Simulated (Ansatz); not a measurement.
# BaTiO3: band structure with PBEsol+U

The system is BaTiO3.

```
Ba Ti O
1.0
     2.82767   -4.89766    0.00000
     5.65534    0.00000    0.00000
     2.82767   -1.63255    4.63546
Ba Ti O
2 2 6
Direct
  0.91779 0.96775 0.97384
  0.57743 0.65456 0.34893
  0.85544 0.70465 0.78241
  0.22545 0.19420 0.34593
  0.10784 0.46592 0.94252
  0.52682 0.06235 0.36076
  0.62665 0.39895 0.01957
  0.86137 0.04878 0.56098
  0.50458 0.98890 0.05292
  0.81793 0.53523 0.54825
```

| Item | Value |
| --- | --- |
| Program | Ansatz 0.2.0 |
| Task | band structure |
| Functional | PBEsol |
| Potentials or basis | Ansatz PAW |
| Cutoff | 420 eV (not typed: the program's choice for these potentials) |
| k mesh | 6 × 6 × 6 |
| Occupations | fermi-dirac, width 0.05 eV |
| Spin | no spin polarisation |
| Hubbard terms | Ti d U = 5 eV |
| Path | [["G", "L", "B1"], ["B", "Z", "G", "X"], ["Q", "F", "P1", "Z"], ["L", "P"]] |
| Points for each segment of the path | 10 |
| Hubbard projectors | ortho-atomic (the default) |
| Double counting | fll (the default) |

```
Pressure                : 60.8 GPa
Largest force           : 19.924 eV/Å
Band gap on the k mesh  : 0.85 eV, indirect (least direct gap 0.91 eV)
Band gap along the path : 0.88 eV, indirect (least direct gap 0.93 eV)
```

Forces in eV/Å, atoms in the order of the input:
```
Ba    9.699  -9.109  -0.669
Ba  -17.145   3.244   9.617
Ti   -9.858   5.116  -1.411
Ti    2.210  10.931  -5.057
O    -0.281  -2.834   1.119
O     4.553  -7.194   7.780
O     4.163   2.085  -0.097
O     1.471  -1.254  -4.569
O     1.110  10.075  -8.897
O     4.078 -11.062   2.184
```

Stress tensor (GPa, compression positive):
```
 57.22  -2.46  -6.84
 -2.46  64.21 -21.15
 -6.84 -21.15  61.09
```

Levels at the corners of the path, in eV from the valence-band top:
```tsv
point	band 37	band 38	band 39	band 40	band 41	band 42	band 43	band 44
Γ	-2.18	-1.32	-0.57	-0.08	0.95	1.13	1.45	1.87
L	-2.14	-1.40	-0.25	0.00	0.93	1.20	1.58	1.87
B1	-2.14	-1.70	-0.58	-0.21	0.97	1.27	1.70	1.80
B	-2.03	-1.70	-0.64	-0.26	1.13	1.20	1.64	1.81
Z	-1.77	-1.58	-0.79	-0.33	1.10	1.39	1.47	1.94
Γ	-2.18	-1.32	-0.57	-0.08	0.95	1.13	1.45	1.87
X	-2.29	-1.53	-0.59	-0.14	0.93	1.22	1.61	1.92
Q	-2.12	-1.73	-0.55	-0.17	0.92	1.32	1.59	1.76
F	-1.96	-1.73	-0.92	-0.32	0.98	1.35	1.54	1.75
P1	-1.97	-1.70	-0.87	-0.35	1.08	1.24	1.65	1.82
Z	-1.77	-1.58	-0.79	-0.33	1.10	1.39	1.47	1.94
L	-2.14	-1.40	-0.25	0.00	0.93	1.20	1.58	1.87
P	-2.06	-1.44	-0.51	-0.28	1.20	1.24	1.64	1.90
```

Eigenvalues of the final occupation matrices:
```tsv
site	spin	trace	eigenvalues
site 1	1	1.25	0.16 0.21 0.25 0.30 0.33
site 2	1	1.19	0.10 0.19 0.22 0.30 0.38
```

It took 53 s on 4 threads of Arm Neoverse V2 (shared host), peak memory 1.2 GiB.

Caveat: a pressure of tens of GPa on the cell as given is suspect, and the run, the potentials or the cell itself is likely at fault; the pressure holds a Pulay correction of +0.6 GPa for the finite cutoff; spin-orbit coupling is left out, which moves the levels of the heavy elements; the PAW data sets come from PBE, with cores solved anew for the run's functional, which leaves a small shift of forces and pressure; forces of over 1 eV/Å show positions far from the minimum, so gaps and moduli don't describe the material at rest.
